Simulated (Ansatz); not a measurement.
# ZnGeP2: the cost of one run

Program: Ansatz 0.2.0. Level of theory: DFT PBEsol, scalar-relativistic, plane waves, PAW. These are calculated values, not measurements.

### Step 1. The structure to begin with

It takes space group I-42d (No. 122, tetragonal). The conventional cell has a = 5.460 Å, b = 5.460 Å, c = 10.760 Å, α = 90.00°, β = 90.00°, γ = 90.00°. Zn (site symmetry -4) is surrounded by 4 P at 2.40 Å. Around Ge (site symmetry -4) lie 4 P at 2.31 Å. Around P (site symmetry 2) lie 2 Ge at 2.31 Å and 2 Zn at 2.40 Å.

Structure file:

```xyz
8
Lattice="-2.7300 2.7300 5.3800 2.7300 -2.7300 5.3800 2.7300 2.7300 -5.3800" Properties=species:S:1:pos:R:3 pbc="T T T"
Zn    0.0000    0.0000    0.0000
Zn    0.0000    2.7300    2.6900
Ge    0.0000    0.0000    5.3800
Ge    2.7300    0.0000    2.6900
P     1.4414    1.3650    1.3450
P     1.3650    4.0186   -1.3450
P     1.2886    1.3650    6.7250
P     1.3650   -1.2886    4.0350
```

The structure comes from the Crystallography Open Database.

### Step 2. Quick check of gap, pressure and forces

Contents of input.yaml:

```yaml
crystal:
  lattice:
    - [-2.73, 2.73, 5.38]
    - [2.73, -2.73, 5.38]
    - [2.73, 2.73, -5.38]
  atoms:
    - { symbol: Zn, position: [0.0, 0.0, 0.0] }
    - { symbol: Zn, position: [0.75, 0.25, 0.5] }
    - { symbol: Ge, position: [0.5, 0.5, 0.0] }
    - { symbol: Ge, position: [0.25, 0.75, 0.5] }
    - { symbol: P, position: [0.375, 0.389, 0.514] }
    - { symbol: P, position: [0.611, 0.125, 0.986] }
    - { symbol: P, position: [0.875, 0.861, 0.486] }
    - { symbol: P, position: [0.139, 0.625, 0.014] }
basis:
  ecutwfc: 420
kpoints:
  mp_grid: { grid: [6, 6, 6] }
hamiltonian:
  xc: pbesol
scf:
  occupations: { method: gaussian, width: 0.1 }
output:
  forces: true
  stress: true
  eigenvalues: true
```

Launch:

```sh
ansatz run input.yaml --threads 4 --pin off --max-ram 5120MiB --backend cpu --events-out ev --progress --plain --runs-dir out
```

What time and memory should one allow on 4 threads of an x86-64 CPU, shared host?

About 3.8 s, with a peak of 0.63 GiB.
